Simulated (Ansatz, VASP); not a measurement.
BN: VASP beside Ansatz

Contents of POSCAR:

```
BN
1.0
    0.0000000000      1.8327680662      1.8327680662
    1.8327680662      0.0000000000      1.8327680662
    1.8327680662      1.8327680662      0.0000000000
B N
1 1
Direct
    0.0000000000      0.0000000000      0.0000000000
    0.5000000000      0.5000000000      0.5000000000
```

Contents of INCAR.step1:

```
SYSTEM = BN
  PREC = Accurate
  ENCUT = 520
  ISMEAR = 0
  SIGMA = 0.01
  LREAL = .FALSE.
  LASPH = .TRUE.
  NELM = 60
  NBANDS = 11
  GGA = PE
  ALGO = Normal
  EDIFF = 1E-4
  LWAVE = .TRUE.
  LCHARG = .FALSE.
```

The input INCAR.step2:

```
SYSTEM = BN
  PREC = Accurate
  ENCUT = 520
  EDIFF = 1E-6
  ISMEAR = 0
  SIGMA = 0.01
  LREAL = .FALSE.
  LASPH = .TRUE.
  NELM = 60
  ALGO = Normal
  ISIF = 2
  LWAVE = .FALSE.
  LCHARG = .FALSE.
  METAGGA = R2SCAN
  LMIXTAU = .TRUE.
  NBANDS = 11
  ISTART = 1
```

File KPOINTS:

```
regular mesh
0
G
  12 12 12
  0 0 0
```

Input for Ansatz:

```yaml
crystal:
  lattice:
    - [0.0, 1.8327680662, 1.8327680662]
    - [1.8327680662, 0.0, 1.8327680662]
    - [1.8327680662, 1.8327680662, 0.0]
  atoms:
    - { symbol: B, position: [0.0, 0.0, 0.0] }
    - { symbol: "N", position: [0.5, 0.5, 0.5] }
kpoints:
  mp_grid: { grid: [12, 12, 12] }
  band_path:
    path:
      - [0.0, 0.0, 0.0]
      - [0.5, 0.0, 0.5]
      - [0.625, 0.25, 0.625]
      - [0.375, 0.375, 0.75]
      - [0.5, 0.5, 0.5]
      - [0.5, 0.25, 0.75]
      - [0.0, 0.169271, -0.169271]
      - [0.0, 0.5, 0.5]
    npoints: 1
hamiltonian:
  xc: r2scan
scf:
  occupations: { method: fixed }
  n_extra_bands: 4
output:
  forces: true
  stress: true
  eigenvalues: true
```

Change from the starting cell: hydrostatic strain +5.0%.

Alike in both runs: task single point; functional r2SCAN; k mesh 12 × 12 × 12; no spin polarisation.

|  | VASP | Ansatz |
| --- | --- | --- |
| version | VASP 6.6.1 | Ansatz 0.2.0 |
| potentials or method | VASP PAW PBE potentials, release 64 (B, N) | plane waves, PAW |
| plane-wave cutoff (eV) | 520 | 500 |
| occupations | gaussian, width 0.01 eV | fixed |
| valence electrons in the cell | 8 | 8 |

```csv
,VASP,Ansatz,Ansatz less VASP
gap on the k mesh at the Fermi level (eV),0.26,0.27,+0.006
pressure (GPa),-43.4,-43.4,+0.01
```

Caveats: the cell as given lies far from equilibrium; so large a pressure means that the cell lies far from this level's equilibrium, or that cutoff or potentials fall short (VASP); the potentials were made for another functional, which shifts forces and pressure (VASP). A k mesh can miss the band edges.
